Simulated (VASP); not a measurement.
**SnTe under changes of volume**

One of the cells (45.705 Å³/atom); the others are scaled copies at fixed shape and fractional positions:

```
Te Sn
1.0
     0.00000    3.57538    3.57538
     3.57538    0.00000    3.57538
     3.57538    3.57538    0.00000
Te Sn
1 1
Direct
  0.25000 0.25000 0.25000
  0.00000 0.00000 0.00000
```

Measurements of this composition are mostly on another form, of space group No. 225.

| Property | Result |
| --- | --- |
| Program | VASP 6.6.1 |
| Functional | HSE06 |
| Potentials or basis | VASP PAW PBE potentials, release 64 (Te, Sn_d) |
| Cutoff | 520 eV |
| k mesh | 4 × 4 × 4 |
| Occupations | gaussian, width 0.02 eV |
| Spin | no spin polarisation |

```tsv
volume (Å³/atom)	energy over the lowest point (meV/atom)	pressure (GPa)	gap on the mesh (eV)
43.877	7.13	1.2	0.12
44.791	?	?	?
45.705	0.00	0.0	0.28
46.619	1.19	-0.5	0.35
47.534	5.16	-0.9	0.41
```

**Question.** What does the run at 44.791 Å³/atom give?

**Answer.** Energy over the lowest point 1.89 meV/atom; pressure 0.6 GPa; gap on the mesh 0.20 eV.

Worked out: A Birch-Murnaghan fit of order 2 (a polynomial in V^(-2/3)) to the other rows has its minimum at 45.79 Å³/atom with B0 = V·E''(V) = 27 GPa. It gives 1.87 meV/atom at 44.791 Å³/atom, against the run's 1.89, and -dE/dV = 0.6 GPa, against 0.6. A straight line through the other rows of the gap, of slope 3.65 eV per unit of ln V, gives 0.20 eV, against the run's 0.20.

Energies are extrapolated to zero smearing.

Caveats: the PAW data sets were made with another functional, which shifts forces and pressure a little; spin-orbit coupling is left out, which moves the levels of the heavy elements.

A mesh can miss the band edges.
